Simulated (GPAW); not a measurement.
# SnTe (Fm-3m) in GPAW: notebook

One crystal, SnTe, is run at these levels: PBE; tasks: G0W0 quasiparticle levels.

All numbers are computed with GPAW 26.7.0; they aren't measurements. Logs are shortened: lines on timing, memory, paths and dates and some standing lists are left out, and cuts for length are marked. The log counts tension as positive stress, the text compression.

### Step 1. The cell of the first run

It takes space group Fm-3m (No. 225, cubic). Conventional cell: a = 6.129 Å, b = 6.129 Å, c = 6.129 Å, α = 90.00°, β = 90.00°, γ = 90.00°. Te (site symmetry m-3m) has 6 Sn at 3.06 Å as nearest neighbours. Sn (site symmetry m-3m) is surrounded by 6 Te at 3.06 Å.

### Step 2. G0W0 quasiparticle levels, PBE (volume scaled by 0.92)

Input file run.py:

```python
import json
import numpy as np
from ase.dft.bandgap import bandgap
from ase.io import read, write
from gpaw import GPAW, PW
from gpaw.response.g0w0 import G0W0

atoms = read('SnTe.cif')

calc = GPAW(mode=PW(400),
            xc='PBE',
            kpts={'size': (4, 4, 4), 'gamma': True},
            occupations={'name': 'fermi-dirac', 'width': 0.001},
            setups={'Te': '16'},
            nbands=-9,
            convergence={'density': 1e-06},
            maxiter=150,
            txt='gpaw.txt')
atoms.calc = calc
energy = atoms.get_potential_energy()
calc.write('gs.gpw')
write('result.traj', atoms)
print(f'Energy: {energy:.6f} eV')
print('Fermi level:', round(calc.get_fermi_level(), 4), 'eV')
print(f'Gap: {bandgap(calc)[0]:.4f} eV, direct: {bandgap(calc, direct=True)[0]:.4f} eV')

calc.diagonalize_full_hamiltonian(nbands=373)
calc.write('full.gpw', mode='all')

ibz = calc.get_ibz_k_points()
gap, vbm, cbm = bandgap(calc, output=None)
gap, direct, _ = bandgap(calc, direct=True, output=None)
gamma = int(np.abs(ibz).sum(1).argmin())
kpts = sorted({gamma, vbm[1], cbm[1], direct[1]})
gw = G0W0(calc='full.gpw',
          filename='gw',
          ecut=200,
          ecut_extrapolation=True,
          relbands=(-2, 2),
          kpts=kpts,
          integrate_gamma='WS',
          ppa=True)
gw.calculate()
results = {mode: {key: np.asarray(r[key]).tolist() for key in ['f', 'eps', 'vxc', 'exx', 'sigma', 'Z', 'qp', 'sigma_eskn']}
           for mode, r in gw.all_results.items()}
json.dump({'kpts': ibz[kpts].tolist(), 'results': results}, open('gw.json', 'w'))
for mode, r in results.items():
    f, qp = np.array(r['f']), np.array(r['qp'])
    print(mode, 'quasiparticle energies (eV):')
    print(qp.round(3))
    print(mode, 'gap:', round(qp[f < 0.5].min() - qp[f > 0.5].max(), 4), 'eV')
```

Input file SnTe.cif:

```cif
data_SnTe
_cell_length_a 4.33383130
_cell_length_b 4.33383130
_cell_length_c 4.33383130
_cell_angle_alpha 60.00000000
_cell_angle_beta 60.00000000
_cell_angle_gamma 60.00000000
_space_group_name_H-M_alt 'P1'
_space_group_name_Hall 'P 1'
_space_group_IT_number 1
loop_
_space_group_symop_operation_xyz
'x,y,z'
loop_
_atom_site_label
_atom_site_type_symbol
_atom_site_symmetry_multiplicity
_atom_site_Wyckoff_symbol
_atom_site_fract_x
_atom_site_fract_y
_atom_site_fract_z
_atom_site_occupancy
Te1 Te 1 a 0.5000000000 0.5000000000 0.5000000000 1
Sn1 Sn 1 a 0.0000000000 0.0000000000 0.0000000000 1
```

Potentials or basis: GPAW PAW data sets (gpaw-data 1.2.1), other valence, pw.

The run is started by

```bash
> OMP_NUM_THREADS=1 python run.py
```

gpaw.txt:

```text
__  _  _
 | _ |_)|_||  |
 |__||  | ||/\| - 26.7.0

Input parameters:
  mode=PW(ecut=400.0),
  convergence={'density': 1e-06},
  kpts=MonkhorstPack(size=(4, 4, 4), gamma=True),
  maxiter=150,
  nbands=-9,
  occupations=Occupations(name='fermi-dirac', width=0.001),
  setups={'Te': '16'},
  xc=XC(name='PBE')

Diagonalizing LCAO Hamiltonian
Converting LCAO to pw mode

                   Te

       Sn

Atoms  # Å, Bohr magnetons
|   | symbol |        x |        y |        z |    initial magnetic moments |
|---|--------|----------|----------|----------|-----------------------------|
| 0 |     Te | 4.333831 | 2.502139 | 1.769279 | ( 0.0000,  0.0000,  0.0000) |
| 1 |     Sn | 0.000000 | 0.000000 | 0.000000 | ( 0.0000,  0.0000,  0.0000) |

Unit cell  # Å
| periodic |        x |        y |        z |  lengths |    angles |
|----------|----------|----------|----------|----------|-----------|
|      yes | 4.333831 | 0.000000 | 0.000000 | 4.333831 | 60.000000 |
|      yes | 2.166916 | 3.753208 | 0.000000 | 4.333831 | 60.000000 |
|      yes | 2.166916 | 1.251069 | 3.538558 | 4.333831 | 60.000000 |

Number of symmetries: 48
Symmetry operations  # r_c * U_cc + t_c -> r_c
|    | kind |            matrix            |
|----|------|------------------------------|
|  0 |  σ   |  1, 0, 0,  1, 0,-1,  1,-1, 0 |
|  1 |  C2  |  1, 0, 0,  1,-1, 0,  1, 0,-1 |
|  2 |  E   |  1, 0, 0,  0, 1, 0,  0, 0, 1 |
|  3 |  σ   |  1, 0, 0,  0, 0, 1,  0, 1, 0 |
|  4 |  C4  |  1, 0,-1,  1, 0, 0,  1,-1, 0 |
|  5 |  S6  |  1, 0,-1,  1,-1, 0,  1, 0, 0 |
|  6 |  σ   |  1, 0,-1,  0, 1,-1,  0, 0,-1 |
|  7 |  C3  |  1, 0,-1,  0, 0,-1,  0, 1,-1 |
|  8 |  S6  |  1,-1, 0,  1, 0, 0,  1, 0,-1 |
|  9 |  C4  |  1,-1, 0,  1, 0,-1,  1, 0, 0 |
| 10 |  C3  |  1,-1, 0,  0,-1, 1,  0,-1, 0 |
| 11 |  σ   |  1,-1, 0,  0,-1, 0,  0,-1, 1 |
| 12 |  σ   |  0, 1, 0,  1, 0, 0,  0, 0, 1 |
| 13 |  C4  |  0, 1, 0,  0, 1,-1, -1, 1, 0 |
| 14 |  C3  |  0, 1, 0,  0, 0, 1,  1, 0, 0 |
| 15 |  S6  |  0, 1, 0, -1, 1, 0,  0, 1,-1 |
| 16 |  C2  |  0, 1,-1,  1, 0,-1,  0, 0,-1 |
| 17 |  σ   |  0, 1,-1,  0, 1, 0, -1, 1, 0 |
| 18 |  S4  |  0, 1,-1,  0, 0,-1,  1, 0,-1 |
| 19 |  C4  |  0, 1,-1, -1, 1, 0,  0, 1, 0 |
| 20 |  C3  |  0, 0, 1,  1, 0, 0,  0, 1, 0 |
| 21 |  σ   |  0, 0, 1,  0, 1, 0,  1, 0, 0 |
| 22 |  S6  |  0, 0, 1,  0,-1, 1, -1, 0, 1 |
| 23 |  C4  |  0, 0, 1, -1, 0, 1,  0,-1, 1 |
| 24 |  S4  |  0, 0,-1,  1, 0,-1,  0, 1,-1 |
| 25 |  C3  |  0, 0,-1,  0, 1,-1,  1, 0,-1 |
| 26 |  C2  |  0, 0,-1,  0,-1, 0, -1, 0, 0 |
| 27 |  S6  |  0, 0,-1, -1, 0, 0,  0,-1, 0 |
| 28 |  S4  |  0,-1, 1,  1,-1, 0,  0,-1, 0 |
| 29 |  C4  |  0,-1, 1,  0, 0, 1, -1, 0, 1 |
| 30 |  C2  |  0,-1, 1,  0,-1, 0,  1,-1, 0 |
| 31 |  σ   |  0,-1, 1, -1, 0, 1,  0, 0, 1 |
| 32 |  C3  |  0,-1, 0,  1,-1, 0,  0,-1, 1 |
| 33 |  S6  |  0,-1, 0,  0, 0,-1, -1, 0, 0 |
| 34 |  S4  |  0,-1, 0,  0,-1, 1,  1,-1, 0 |
| 35 |  C2  |  0,-1, 0, -1, 0, 0,  0, 0,-1 |
| 36 |  C2  | -1, 1, 0,  0, 1, 0,  0, 1,-1 |
| 37 |  S6  | -1, 1, 0,  0, 1,-1,  0, 1, 0 |
| 38 |  S4  | -1, 1, 0, -1, 0, 1, -1, 0, 0 |
| 39 |  C3  | -1, 1, 0, -1, 0, 0, -1, 0, 1 |
| 40 |  S6  | -1, 0, 1,  0, 0, 1,  0,-1, 1 |
| 41 |  C2  | -1, 0, 1,  0,-1, 1,  0, 0, 1 |
| 42 |  C3  | -1, 0, 1, -1, 1, 0, -1, 0, 0 |
| 43 |  S4  | -1, 0, 1, -1, 0, 0, -1, 1, 0 |
| 44 |  C2  | -1, 0, 0,  0, 0,-1,  0,-1, 0 |
| 45 |  i   | -1, 0, 0,  0,-1, 0,  0, 0,-1 |
| 46 |  σ   | -1, 0, 0, -1, 1, 0, -1, 0, 1 |
| 47 |  C2  | -1, 0, 0, -1, 0, 1, -1, 1, 0 |

BZ-sampling:
  Number of BZ points: 64
  Number of IBZ points: 8

  Monkhorst-Pack size: [4, 4, 4]
  Monkhorst-Pack shift: [0.125, 0.125, 0.125]

K-points  # in reciprocal-cell coordinates
|   |                                coordinates |     weight |
|---|--------------------------------------------|------------|
| 0 | (  0.00000000,   0.00000000,   0.00000000) | 0.01562500 |
| 1 | (  0.25000000,   0.25000000,   0.00000000) | 0.09375000 |
| 2 | (  0.25000000,   0.25000000,   0.25000000) | 0.12500000 |
| 3 | (  0.50000000,   0.25000000,  -0.25000000) | 0.09375000 |
| 4 | (  0.50000000,   0.25000000,   0.25000000) | 0.18750000 |
| 5 | (  0.50000000,   0.50000000,   0.00000000) | 0.04687500 |
| 6 | (  0.50000000,   0.50000000,   0.25000000) | 0.37500000 |
| 7 | (  0.50000000,   0.50000000,   0.50000000) | 0.06250000 |

Plane wave coefficients: 1056
Cutoff: 400.0 eV

Spin-components: 1 (collinear spins)
Bands:           24
Projectors:      12
Spin-degeneracy: 2
Datatype:        complex128

Density:
  Valence electrons: 30.0
  Components: 1
  Grid points: [20 20 20]
  Charge: 0.0  # |e|

Potential:
  Grid points: [20 20 20]

species:
  Te:
    name:    Tellurium
    Z:       52.0
    valence: 16
    core:    36
    charge:  0.0  # [|e|]
    compensation charges:
      type: gauss
      rc: 0.37  # [Å]
      lmax: 2
    cutoffs:
      filter: 2.06  # [Å]
      core: 2.12  # [Å]
    projectors
    | kind |    occ | energy [eV] | rcut [Å] |
    |------|--------|-------------|----------|
    |   5s |  2.000 |     -15.088 |    1.164 |
    |   5p |  4.000 |      -5.955 |    1.164 |
    |   4d | 10.000 |     -41.660 |    1.164 |
    |    s |        |      12.123 |    1.164 |
    |    p |        |      21.256 |    1.164 |
    |    d |        |     -14.449 |    1.164 |

    Using partial waves for Te as LCAO basis

  Sn:
    name:    Tin
    Z:       50.0
    valence: 14
    core:    36
    charge:  0.0  # [|e|]
    compensation charges:
      type: gauss
      rc: 0.38  # [Å]
      lmax: 2
    cutoffs:
      filter: 2.23  # [Å]
      core: 2.35  # [Å]
    projectors
    | kind |    occ | energy [eV] | rcut [Å] |
    |------|--------|-------------|----------|
    |   5s |  2.000 |     -10.538 |    1.201 |
    |   5p |  2.000 |      -3.696 |    1.270 |
    |   4d | 10.000 |     -25.845 |    1.185 |
    |    s |        |      16.674 |    1.201 |
    |    p |        |      23.515 |    1.270 |
    |    d |        |       1.367 |    1.185 |

    Using partial waves for Sn as LCAO basis

Reference energy: -352801.376744  # eV

eigensolver:
  PPCG
  Converge bands: occupied
  niter=2

density mixing:
  MSR1-Mixer
  Pratt-step length: 0.05
  Maximum mixing coefficient: 0.75
  Old densities: 10
  SVD Regularization: 0.005
  Good broyden scale: 1.0
  Trust region scale: 1.0
  Backstep threshold: 4.0
  History deletion threshold: 6.0
  Fourier metric: weight=20.0, sigma=0.015

occupation numbers:
  Fermi-Dirac:
    width: 0.0010  # eV

poisson solver:
  ecut: 3200.0  # eV

xc functional:
  name: PBE with 2 nearest neighbor stencil

convergence criteria:
- Maximum integral of absolute [dens]ity change: 1e-06 electrons / valence electron
- Maximum [total energy] change in last 3 cyles: 0.0005 eV / valence electron
- Maximum integral of absolute [eigenst]ate change: 4e-08 eV^2 / valence electron
maximum number of iterations: 150

SCF iterations
|iter     | |      energy | eigst |  dens |
|---------|-|-------------|-------|-------|
|iter:   1| |   -7.503368 | -0.42 |       |
|iter:   2| |   -7.499738 | -2.81 | -1.73 |
|iter:   3| |   -7.479567 | -3.08 | -1.77 |
|iter:   4| |   -7.479821 | -4.12 | -2.35 |
|iter:   5| |   -7.479963c| -5.14 | -2.98 |
|iter:   6| |   -7.479974c| -6.45 | -3.65 |
|iter:   7| |   -7.479975c| -7.40 | -4.18 |
|iter:   8| |   -7.479975c| -7.76c| -4.92 |
|iter:   9| |   -7.479975c| -8.31c| -5.77 |
|iter:  10| |   -7.479975c| -8.78c| -6.27c|

Converged in 10 steps
Energy contributions relative to reference atoms: (reference = -352801.376744)

Energy contributions:
  Kinetic:          20.331823
  Coulomb:         -18.923835
  Zero:              0.108448
  External:          0.000000
  Xc:               -8.996410
  Entropy:          -0.000000
  Spinorbit:         0.000000
  ----------------------------
  Free energy:      -7.479975
  Extrapolated:     -7.479975

dipole moment: (-29.355826, -16.948594, -11.984466)  # |e|*Ang

Fermi level: 7.550
Eigenvalues  # (at kpt = [0.000, 0.000, 0.000])
| band index |      eig [eV] | occ [0-2] |
|------------|---------------|-----------|
|          0 |       -29.824 |     2.000 |
|        ... |               |           |
|          7 |       -14.487 |     2.000 |
|          8 |       -14.487 |     2.000 |
|          9 |       -14.487 |     2.000 |
|         10 |        -5.959 |     2.000 |
|         11 |         3.173 |     2.000 |
|         12 |         5.111 |     2.000 |
|         13 |         5.111 |     2.000 |
|         14 |         5.111 |     2.000 |
|         15 |        11.065 |     0.000 |
|         16 |        11.065 |     0.000 |
|         17 |        11.065 |     0.000 |
|         18 |        11.892 |     0.000 |
|         19 |        11.892 |     0.000 |
|         20 |        11.892 |     0.000 |
|         21 |        14.123 |     0.000 |
|         22 |        14.123 |     0.000 |
|         23 |        14.206 |     0.000 |

Gap: 0.211 eV
Transition (v -> c):
  (s=0, k=7, n=14, [0.50, 0.50, 0.50]) -> (s=0, k=7, n=15, [0.50, 0.50, 0.50])
No difference between direct/indirect transitions
# Writing to gs.gpw (mode='')

Matrix size: 1056x1056
# Writing to full.gpw (mode='all')
```

Wall time 25 min (1 thread of Arm Neoverse V2, shared host); peak memory 0.48 GiB.

What came out:

```
Free energy                              : -7.4800 eV
Band gap on the k mesh, mean-field level : 0.21 eV, direct
Quasiparticle gap                        : 0.21 eV
Least direct quasiparticle gap           : 0.21 eV
```

Caveat: the k mesh is coarse (spacing up to 0.44 Å⁻¹), so the values aren't converged; the quasiparticle gap is taken among the few k points that were corrected; the long-wavelength limit can be off by a per cent or two; spin-orbit coupling is left out, which moves the levels of the heavy elements. A k mesh can miss the band edges.

### Step 3. G0W0 quasiparticle levels, PBE (volume scaled by 0.92)

Changes to run.py since step 2:

```diff
@@ -12,3 +12,3 @@
             kpts={'size': (4, 4, 4), 'gamma': True},
-            occupations={'name': 'fermi-dirac', 'width': 0.001},
+            occupations={'name': 'fermi-dirac', 'width': 0.05},
             setups={'Te': '16'},
@@ -16,3 +16,3 @@
             convergence={'density': 1e-06},
-            maxiter=150,
+            maxiter=60,
             txt='gpaw.txt')
@@ -26,3 +26,3 @@
 
-calc.diagonalize_full_hamiltonian(nbands=373)
+calc.diagonalize_full_hamiltonian(nbands=244)
 calc.write('full.gpw', mode='all')
@@ -30,11 +30,8 @@
 ibz = calc.get_ibz_k_points()
-gap, vbm, cbm = bandgap(calc, output=None)
-gap, direct, _ = bandgap(calc, direct=True, output=None)
-gamma = int(np.abs(ibz).sum(1).argmin())
-kpts = sorted({gamma, vbm[1], cbm[1], direct[1]})
+kpts = list(range(len(ibz)))
 gw = G0W0(calc='full.gpw',
           filename='gw',
-          ecut=200,
+          ecut=150,
           ecut_extrapolation=True,
-          relbands=(-2, 2),
+          relbands=(-1, 1),
           kpts=kpts,
```

SnTe.cif is that of step 2.

Potentials or basis: GPAW PAW data sets (gpaw-data 1.2.1), other valence, pw.

The run is started by

```bash
> OMP_NUM_THREADS=1 python run.py
```

gpaw.txt:

```text
__  _  _
 | _ |_)|_||  |
 |__||  | ||/\| - 26.7.0

Input parameters:
  mode=PW(ecut=400.0),
  convergence={'density': 1e-06},
  kpts=MonkhorstPack(size=(4, 4, 4), gamma=True),
  maxiter=60,
  nbands=-9,
  occupations=Occupations(name='fermi-dirac', width=0.05),
  setups={'Te': '16'},
  xc=XC(name='PBE')

Diagonalizing LCAO Hamiltonian
Converting LCAO to pw mode

                   Te

       Sn

Atoms  # Å, Bohr magnetons
|   | symbol |        x |        y |        z |    initial magnetic moments |
|---|--------|----------|----------|----------|-----------------------------|
| 0 |     Te | 4.333831 | 2.502139 | 1.769279 | ( 0.0000,  0.0000,  0.0000) |
| 1 |     Sn | 0.000000 | 0.000000 | 0.000000 | ( 0.0000,  0.0000,  0.0000) |

Unit cell  # Å
| periodic |        x |        y |        z |  lengths |    angles |
|----------|----------|----------|----------|----------|-----------|
|      yes | 4.333831 | 0.000000 | 0.000000 | 4.333831 | 60.000000 |
|      yes | 2.166916 | 3.753208 | 0.000000 | 4.333831 | 60.000000 |
|      yes | 2.166916 | 1.251069 | 3.538558 | 4.333831 | 60.000000 |

Number of symmetries: 48
Symmetry operations  # r_c * U_cc + t_c -> r_c
|    | kind |            matrix            |
|----|------|------------------------------|
|  0 |  σ   |  1, 0, 0,  1, 0,-1,  1,-1, 0 |
|  1 |  C2  |  1, 0, 0,  1,-1, 0,  1, 0,-1 |
|  2 |  E   |  1, 0, 0,  0, 1, 0,  0, 0, 1 |
|  3 |  σ   |  1, 0, 0,  0, 0, 1,  0, 1, 0 |
|  4 |  C4  |  1, 0,-1,  1, 0, 0,  1,-1, 0 |
[... 144 lines left out ...]
  SVD Regularization: 0.005
  Good broyden scale: 1.0
  Trust region scale: 1.0
  Backstep threshold: 4.0
  History deletion threshold: 6.0
  Fourier metric: weight=20.0, sigma=0.015

occupation numbers:
  Fermi-Dirac:
    width: 0.0500  # eV

poisson solver:
  ecut: 3200.0  # eV

xc functional:
  name: PBE with 2 nearest neighbor stencil

convergence criteria:
- Maximum integral of absolute [dens]ity change: 1e-06 electrons / valence electron
- Maximum [total energy] change in last 3 cyles: 0.0005 eV / valence electron
- Maximum integral of absolute [eigenst]ate change: 4e-08 eV^2 / valence electron
maximum number of iterations: 60

SCF iterations
|iter     | |      energy | eigst |  dens |
|---------|-|-------------|-------|-------|
|iter:   1| |   -7.502568 | -0.42 |       |
|iter:   2| |   -7.498965 | -2.81 | -1.73 |
|iter:   3| |   -7.478781 | -3.09 | -1.76 |
|iter:   4| |   -7.478845 | -4.12 | -2.34 |
|iter:   5| |   -7.478961c| -5.14 | -2.97 |
|iter:   6| |   -7.478967c| -6.48 | -3.66 |
|iter:   7| |   -7.478971c| -7.39 | -4.16 |
|iter:   8| |   -7.478970c| -7.65c| -4.88 |
|iter:   9| |   -7.478970c| -8.24c| -5.74 |
|iter:  10| |   -7.478970c| -8.70c| -6.24c|

Converged in 10 steps
Energy contributions relative to reference atoms: (reference = -352801.376744)

Energy contributions:
  Kinetic:          20.220028
  Coulomb:         -18.802291
  Zero:              0.108801
  External:          0.000000
  Xc:               -9.002493
  Entropy:          -0.006030
  Spinorbit:         0.000000
  ----------------------------
  Free energy:      -7.481985
  Extrapolated:     -7.478970

dipole moment: (-29.356767, -16.949137, -11.984850)  # |e|*Ang

Fermi level: 7.477
Eigenvalues  # (at kpt = [0.000, 0.000, 0.000])
| band index |      eig [eV] | occ [0-2] |
|------------|---------------|-----------|
|          0 |       -29.831 |     2.000 |
|        ... |               |           |
|          7 |       -14.477 |     2.000 |
|          8 |       -14.477 |     2.000 |
|          9 |       -14.477 |     2.000 |
|         10 |        -5.959 |     2.000 |
|         11 |         3.176 |     2.000 |
|         12 |         5.110 |     2.000 |
[... 9 lines left out ...]
|         22 |        14.124 |     0.000 |
|         23 |        14.211 |     0.000 |

Gap: 0.212 eV
Transition (v -> c):
  (s=0, k=7, n=14, [0.50, 0.50, 0.50]) -> (s=0, k=7, n=15, [0.50, 0.50, 0.50])
No difference between direct/indirect transitions
# Writing to gs.gpw (mode='')

Matrix size: 1056x1056
# Writing to full.gpw (mode='all')
```

stdout:

```text
Energy: -7.478970 eV
Fermi level: 7.4768 eV
Gap: 0.2118 eV, direct: 0.2118 eV
IBZ(<points: 8, symmetries: 48>)
Occupied bands: 18
Calculating eigenvalues:
  k-points: 8
  Bands: 14-15 (inclusive)
HSE06-eigenvalue shifts:
  min: -2.786 eV
  ave: 1.411 eV
  max: 4.888 eV
GW quasiparticle energies (eV):
[[[ 4.574 10.86 ]
  [ 4.772  9.605]
  [ 6.318  8.662]
  [ 6.262  8.001]
  [ 6.021  7.98 ]
  [ 2.733  8.787]
  [ 4.362  9.93 ]
  [ 7.098  7.265]]]
GW gap: 0.1662 eV
```

gw.w.txt:

```text
FrequencyGridDescriptor(from 0.000+0.000j to 0.000+27.211j eV, 2 points)
FrequencyGridDescriptor(from 0.000+0.000j to 0.000+27.211j eV, 2 points)

WARNING:
The current GW implementation cannot handle intraband screening.
This results in poor k-point convergence for metals
BZ k-points: Symmetries present (total): 48

[... 145 lines left out ...]
band       f     eps     vxc     exx   sigma  dsigma       Z      qp
                                                                   GW
  14   1.000   5.110 -13.644 -15.580   1.235  -0.308   0.765   4.574
  15   0.000  11.068 -13.041  -8.153  -5.162  -0.320   0.757  10.860
[... 37 lines left out ...]
k-point 7 (7): (0.500, 0.500, 0.500)                GW
band       f     eps     vxc     exx   sigma  dsigma       Z      qp
                                                                   GW
  14   0.849   7.390 -11.860 -10.617  -1.609  -0.253   0.798   7.098
  15   0.075   7.602 -12.003  -9.201  -3.230  -0.267   0.789   7.265
```

Wall time 15 min (1 thread of Arm Neoverse V2, shared host); peak memory 0.48 GiB.

What came out:

```yaml
Free_energy: -7.4820 eV
Band_gap_on_the_k_mesh_mean-field_level: 0.21 eV, direct
Quasiparticle_gap: 0.17 eV
Least_direct_quasiparticle_gap: 0.17 eV
```

Levels at points of the mesh, in eV from the valence-band top:
```
           k point  band 12  band 13  band 14  band 15  band 16  band 17  band 18  band 19
(0.00, 0.00, 0.00)    -4.21    -2.28    -2.28    -2.28     3.68     3.68     3.68     4.50
(0.50, 0.50, 0.00)    -6.46    -6.10    -4.07    -4.07     1.79     5.48     5.48     7.13
(0.50, 0.50, 0.50)    -8.71    -1.92    -1.92     0.00     0.21     0.21     0.44     8.17
```

Caveat: the k mesh is coarse (spacing up to 0.44 Å⁻¹), so the values aren't converged; the long-wavelength limit can be off by a per cent or two; spin-orbit coupling is left out, which moves the levels of the heavy elements. A k mesh can miss the band edges.
